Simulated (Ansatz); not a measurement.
**Ni under changes of volume**

One of the cells (10.492 Å³/atom); the others are scaled copies at fixed shape and fractional positions:

```
Ni
1.0
     0.00000    1.73757    1.73757
     1.73757    0.00000    1.73757
     1.73757    1.73757    0.00000
Ni
1
Direct
  0.00000 0.00000 0.00000
```

```yaml
Program: Ansatz 0.2.0
Functional: PBE
Potentials_or_basis: Ansatz PAW
Cutoff: "420 eV (not typed: the program's choice for these potentials)"
k_mesh: 13 × 13 × 13
Occupations: fermi-dirac, width 0.05 eV
Spin: collinear spin, ferromagnetic start
Starting_moments: "[1.0] μB"
```

```csv
volume (Å³/atom),energy over the lowest point (meV/atom),pressure (GPa)
9.862,72.16,25.2
10.072,43.61,18.8
10.282,22.92,13.2
10.492,?,?
10.702,1.82,3.6
10.912,0.00,-0.5
11.122,3.17,-4.1
```

Question: What does the run at 10.492 Å³/atom give?

Answer: Energy over the lowest point 9.24 meV/atom; pressure 8.1 GPa.

Worked out: A Birch-Murnaghan fit of order 3 (a polynomial in V^(-2/3)) to the other rows has its minimum at 10.88 Å³/atom with B0 = V·E''(V) = 201 GPa and B' = 4.8. It gives 9.24 meV/atom at 10.492 Å³/atom, against the run's 9.24, and -dE/dV = 8.0 GPa, against 8.1.

Energies are extrapolated to zero smearing.
